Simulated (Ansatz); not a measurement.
Runs of Ansatz 0.2.0 on HfO2. It takes space group P2_1/c (No. 14, monoclinic). Conventional cell: a = 5.118 Å, b = 5.186 Å, c = 5.284 Å, α = 90.00°, β = 99.35°, γ = 90.00°. Hf (site symmetry 1) has 7 O at 2.03 to 2.25 Å as nearest neighbours. O (site symmetry 1) is surrounded by 3 Hf at 2.03 to 2.12 Å. Around O (site symmetry 1) lie 4 Hf at 2.14 to 2.25 Å. 

```tsv
task	level	potentials or basis	cell	cutoff (eV)	gap on the mesh (eV)	pressure (GPa)	V0 of scaled cells (Å³/atom)	relaxed volume (Å³/atom)	B0 (GPa)
equation of state	BLYP	Ansatz PAW	as given	420	-	-	12.11	-	(a)
equation of state	PBE	Ansatz NC	as given	1240	-	-	(b)	-	233
relaxation of cell and atoms	PBEsol+D3(BJ)	Ansatz PAW	relaxed	420	4.10	0.0	-	11.22	-
relaxation of cell and atoms	rPW86-PBE+rVV10	Ansatz PAW	relaxed	420	4.00	0.0	-	11.95	-
```

Alike in all rows: no spin polarisation; k mesh 5 × 5 × 5; smearing fermi-dirac 0.05 eV.

Q: Estimate the missing entries.

A: (a) 222; (b) 11.81.

Caveats: the cell was scaled at fixed shape and fractional positions, which overstates the stiffness of a crystal with free parameters, most of all of layers and chains (some runs); odd divisions of the mesh miss points on the zone boundary, where band edges often lie, so the gap on the mesh can be too wide (some runs); the plane-wave basis is chosen anew once the cell has moved, so the energies of steps on either side of that aren't comparable (some runs); spin-orbit coupling is left out, which moves the levels of the heavy elements (some runs); the PAW data sets come from PBE, with cores solved anew for the run's functional, which leaves a small shift of forces and pressure (some runs); the potentials were made for another functional, which shifts forces and pressure (some runs).

A k mesh can miss the band edges, and the runs leave out spin-orbit coupling on Hf.
